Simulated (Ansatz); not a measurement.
**Convergence test, CoO**

These are results of DFT PBE, scalar-relativistic, plane waves, PAW (Ansatz 0.2.0), not measurements.

```
Co O
1.0
     1.60222    0.92504    5.13294
    -1.60222    0.92504    5.13294
     0.00000   -1.85008    5.13294
Co O
2 2
Direct
  0.99949 0.99949 0.99949
  0.49949 0.49949 0.49949
  0.37550 0.37550 0.37550
  0.87553 0.87553 0.87553
```

```
plane-wave cutoff                               : 420 eV
occupation rule                                 : Gaussian smearing, 0.01 eV
list of starting moments (μB, in atom order)    : -2.27 2.27 -0.16 0.16
check for lower electronic states after the SCF : on
```

The atoms stay fixed while the k-point mesh is varied. ΔE is the energy extrapolated to zero smearing, less that of the reference run (18×18×18). The cell isn't necessarily relaxed at this level. The meshes are Γ-centred. Pressure is positive in compression.

Times are rough; the reference took 7.6 min on 1 thread of Intel(R) Xeon(R) Processor @ 2.50GHz (Skylake/Cascade Lake), with other jobs on the host, peak memory 1.4 GiB.

| mesh | ΔE (meV/atom) | P (GPa) | largest change of a force component (eV/Å) | gap on mesh (eV) | cell moment (μB) | irreducible points | wall time (s) |
| --- | --- | --- | --- | --- | --- | --- | --- |
| 1×1×1 | 835 | 2.14 | 2.428 | 0.216 | 2.00 | 1 | 16 |
| 3×3×3 | -5.45 | -1.38 | 0.021 | 0.115 | 0.00 | 6 | 8.3 |
| 6×6×6 | 0.84 | -0.85 | 0.004 | 0.057 | 0.00 | 32 | 25 |
| 12×12×12 | 0.00 | -0.89 | 0.000 | 0.058 | 0.00 | 189 | 170 |
| 18×18×18 | 0.00 | -0.89 | 0.000 | 0.058 | 0.00 | 580 | 450 |

The check for lower electronic states wasn't made in the run 1×1×1.

This zinc-blende form isn't the usual stable structure of the compound.

1 further run of this set didn't finish or converge.